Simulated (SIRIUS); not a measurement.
Input of a SIRIUS 7.12.0 run:

The input sirius.json:

```json
{
  "control": {
    "processing_unit": "cpu",
    "std_evp_solver_name": "lapack",
    "gen_evp_solver_name": "lapack",
    "verbosity": 2,
    "print_forces": true,
    "ortho_rf": true,
    "use_second_variation": true,
    "rmt_max": 3.0,
    "num_bands_to_print": 24,
    "save_wf": true
  },
  "parameters": {
    "electronic_structure_method": "full_potential_lapwlo",
    "xc_functionals": ["XC_GGA_X_B88", "XC_GGA_C_LYP"],
    "core_relativity": "dirac",
    "valence_relativity": "iora",
    "num_fv_states": 38,
    "smearing": "fermi_dirac",
    "smearing_width": 0.0018374661,
    "pw_cutoff": 26,
    "gk_cutoff": 5.07,
    "lmax_apw": 12,
    "lmax_rho": 8,
    "lmax_pot": 8,
    "num_mag_dims": 0,
    "auto_rmt": 0,
    "ngridk": [5, 5, 2],
    "shiftk": [0, 0, 0],
    "num_dft_iter": 80,
    "energy_tol": 1e-07,
    "density_tol": 1e-05,
    "use_symmetry": true
  },
  "settings": {"tol_ne": 1e-10},
  "iterative_solver": {"type": "exact"},
  "mixer": {"type": "anderson", "beta": 0.5, "max_history": 8},
  "unit_cell": {
    "lattice_vectors": [[4.4307463581, -3.2378567419, 0.0], [4.4307463581, 3.2378567419, 0.0], [-1.6262120467, 0.0, 9.5609491272]],
    "atom_types": ["Cu", "O"],
    "atom_files": {"Cu": "Cu.json", "O": "O.json"},
    "atoms": {
      "Cu": [[0.4968, 0.0032, 0.5], [0.0032, 0.4968, 0.0]],
      "O": [[0.4056, 0.5714, 0.7537], [0.5714, 0.4056, 0.2537]]
    }
  }
}
```

Cu.json

```json
{
  "name": "copper",
  "symbol": "Cu",
  "number": 29,
  "mass": 63.546,
  "rmin": 1e-06,
  "rmt": 2.13,
  "nrmt": 800,
  "rinf": 15.61,
  "core": "1s2s2p",
  "valence": [
    {"basis": [{"enu": 0.04, "dme": 0, "n": 0, "auto": 0}, {"enu": 0.04, "dme": 1, "n": 0, "auto": 0}]},
    {"l": 0, "n": 1, "basis": [{"enu": 0.14, "dme": 0, "n": 0, "auto": 0}]},
    {"l": 1, "n": 2, "basis": [{"enu": 0.14, "dme": 0, "n": 0, "auto": 0}]},
    {"l": 2, "n": 3, "basis": [{"enu": 0.14, "dme": 0, "n": 0, "auto": 0}]},
    {"l": 3, "n": 4, "basis": [{"enu": 0.14, "dme": 0, "n": 0, "auto": 0}]}
  ],
  "lo": [
    {"l": 0, "basis": [{"enu": 0.14, "dme": 0, "n": 0, "auto": 0}, {"enu": 0.14, "dme": 1, "n": 0, "auto": 0}]},
    {
      "l": 0,
      "basis": [{"enu": -3.8659, "dme": 0, "n": 3, "auto": 1}, {"enu": -3.8659, "dme": 1, "n": 3, "auto": 1}]
    },
    {
      "l": 0,
      "basis": [{"enu": -3.8659, "dme": 1, "n": 3, "auto": 1}, {"enu": 0.14, "dme": 0, "n": 0, "auto": 0}]
    },
    {"l": 0, "basis": [{"enu": 0.14, "dme": 0, "n": 0, "auto": 0}, {"enu": 3.6666, "dme": 0, "n": 0, "auto": 0}]},
    {"l": 1, "basis": [{"enu": 0.14, "dme": 0, "n": 0, "auto": 0}, {"enu": 0.14, "dme": 1, "n": 0, "auto": 0}]},
    {
      "l": 1,
      "basis": [{"enu": -2.3253, "dme": 0, "n": 3, "auto": 1}, {"enu": -2.3253, "dme": 1, "n": 3, "auto": 1}]
    },
    {
      "l": 1,
      "basis": [{"enu": -2.3253, "dme": 1, "n": 3, "auto": 1}, {"enu": 0.14, "dme": 0, "n": 0, "auto": 0}]
    },
    {"l": 1, "basis": [{"enu": 0.14, "dme": 0, "n": 0, "auto": 0}, {"enu": 4.1956, "dme": 0, "n": 0, "auto": 0}]},
    {"l": 2, "basis": [{"enu": 0.14, "dme": 0, "n": 0, "auto": 0}, {"enu": 0.14, "dme": 1, "n": 0, "auto": 0}]},
    {"l": 2, "basis": [{"enu": 0.14, "dme": 1, "n": 0, "auto": 0}, {"enu": 0.14, "dme": 2, "n": 0, "auto": 0}]},
    {"l": 2, "basis": [{"enu": 0.14, "dme": 0, "n": 0, "auto": 0}, {"enu": 3.5785, "dme": 0, "n": 0, "auto": 0}]},
    {"l": 3, "basis": [{"enu": 0.14, "dme": 0, "n": 0, "auto": 0}, {"enu": 0.14, "dme": 1, "n": 0, "auto": 0}]},
    {"l": 3, "basis": [{"enu": 0.14, "dme": 0, "n": 0, "auto": 0}, {"enu": 3.9752, "dme": 0, "n": 0, "auto": 0}]}
  ],
  "free_atom": [... radial grid and density of the free atom, the start of the SCF ...]
}
```

File O.json:

```json
{
  "name": "oxygen",
  "symbol": "O",
  "number": 8,
  "mass": 15.9994,
  "rmin": 1e-06,
  "rmt": 1.42,
  "nrmt": 800,
  "rinf": 11.55,
  "core": "1s",
  "valence": [
    {"basis": [{"enu": 0.04, "dme": 0, "n": 0, "auto": 0}, {"enu": 0.04, "dme": 1, "n": 0, "auto": 0}]},
    {"l": 0, "n": 1, "basis": [{"enu": -0.0771, "dme": 0, "n": 0, "auto": 0}]},
    {"l": 1, "n": 2, "basis": [{"enu": 0.14, "dme": 0, "n": 0, "auto": 0}]},
    {"l": 2, "n": 3, "basis": [{"enu": 0.14, "dme": 0, "n": 0, "auto": 0}]},
    {"l": 3, "n": 4, "basis": [{"enu": 0.14, "dme": 0, "n": 0, "auto": 0}]}
  ],
  "lo": [
    {
      "l": 0,
      "basis": [{"enu": -0.0771, "dme": 0, "n": 0, "auto": 0}, {"enu": -0.0771, "dme": 1, "n": 0, "auto": 0}]
    },
    {
      "l": 0,
      "basis": [{"enu": -0.0771, "dme": 1, "n": 0, "auto": 0}, {"enu": -0.0771, "dme": 2, "n": 0, "auto": 0}]
    },
    {
      "l": 0,
      "basis": [{"enu": -0.0771, "dme": 0, "n": 0, "auto": 0}, {"enu": 5.8741, "dme": 0, "n": 0, "auto": 0}]
    },
    {"l": 1, "basis": [{"enu": 0.14, "dme": 0, "n": 0, "auto": 0}, {"enu": 0.14, "dme": 1, "n": 0, "auto": 0}]},
    {"l": 1, "basis": [{"enu": 0.14, "dme": 1, "n": 0, "auto": 0}, {"enu": 0.14, "dme": 2, "n": 0, "auto": 0}]},
    {"l": 1, "basis": [{"enu": 0.14, "dme": 0, "n": 0, "auto": 0}, {"enu": 6.9839, "dme": 0, "n": 0, "auto": 0}]},
    {"l": 2, "basis": [{"enu": 0.14, "dme": 0, "n": 0, "auto": 0}, {"enu": 0.14, "dme": 1, "n": 0, "auto": 0}]},
    {"l": 2, "basis": [{"enu": 0.14, "dme": 1, "n": 0, "auto": 0}, {"enu": 0.14, "dme": 2, "n": 0, "auto": 0}]},
    {"l": 2, "basis": [{"enu": 0.14, "dme": 0, "n": 0, "auto": 0}, {"enu": 7.8766, "dme": 0, "n": 0, "auto": 0}]},
    {"l": 3, "basis": [{"enu": 0.14, "dme": 0, "n": 0, "auto": 0}, {"enu": 0.14, "dme": 1, "n": 0, "auto": 0}]}
  ],
  "free_atom": [... radial grid and density of the free atom, the start of the SCF ...]
}
```

The input sirius_start.json:

```json
{
  "control": {
    "processing_unit": "cpu",
    "std_evp_solver_name": "lapack",
    "gen_evp_solver_name": "lapack",
    "verbosity": 1,
    "print_forces": false,
    "ortho_rf": true,
    "use_second_variation": true,
    "rmt_max": 3.0,
    "num_bands_to_print": 24,
    "save_wf": false
  },
  "parameters": {
    "electronic_structure_method": "full_potential_lapwlo",
    "xc_functionals": ["XC_LDA_X", "XC_LDA_C_PW"],
    "core_relativity": "dirac",
    "valence_relativity": "iora",
    "num_fv_states": 38,
    "smearing": "fermi_dirac",
    "smearing_width": 0.0055123983,
    "pw_cutoff": 26,
    "gk_cutoff": 4.06,
    "lmax_apw": 12,
    "lmax_rho": 8,
    "lmax_pot": 8,
    "num_mag_dims": 0,
    "auto_rmt": 0,
    "ngridk": [2, 2, 1],
    "shiftk": [0, 0, 0],
    "num_dft_iter": 30,
    "energy_tol": 0.01,
    "density_tol": 0.05,
    "use_symmetry": true
  },
  "settings": {"tol_ne": 1e-10},
  "iterative_solver": {"type": "exact"},
  "mixer": {"type": "anderson", "beta": 0.5, "max_history": 8},
  "unit_cell": {
    "lattice_vectors": [[4.4307463581, -3.2378567419, 0.0], [4.4307463581, 3.2378567419, 0.0], [-1.6262120467, 0.0, 9.5609491272]],
    "atom_types": ["Cu", "O"],
    "atom_files": {"Cu": "Cu.json", "O": "O.json"},
    "atoms": {
      "Cu": [[0.4968, 0.0032, 0.5], [0.0032, 0.4968, 0.0]],
      "O": [[0.4056, 0.5714, 0.7537], [0.5714, 0.4056, 0.2537]]
    }
  }
}
```

Potentials or basis: all-electron FP-LAPW, apw+lo standard.

Launch:

```bash
$ OMP_NUM_THREADS=2 sirius.scf --input=sirius_start.json --output=start.json
$ OMP_NUM_THREADS=2 sirius.scf --input=sirius.json --output=output.json --task=1
```

Task: What does it give for the largest force?

Result: 0.795 eV/Å.

Task: Estimate the band gap on the k mesh.

Result: None (metal or under the smearing width).

Forces in eV/Å, atoms in the order of the input:
```
Cu  -0.665 -0.364  0.240
Cu  -0.665  0.364  0.240
O    0.670 -0.319 -0.245
O    0.670  0.319 -0.245
```

Caveat: the k mesh is coarse (spacing up to 0.62 Å⁻¹), so the values aren't converged; the run has no spin polarisation, though such a crystal can be magnetic; semilocal functionals often make such compounds metallic where correlation or magnetic order opens a gap, which also shifts bond lengths. With open d or f shells a metallic result of BLYP can be an artefact of self-interaction; +U or a hybrid may open a gap.
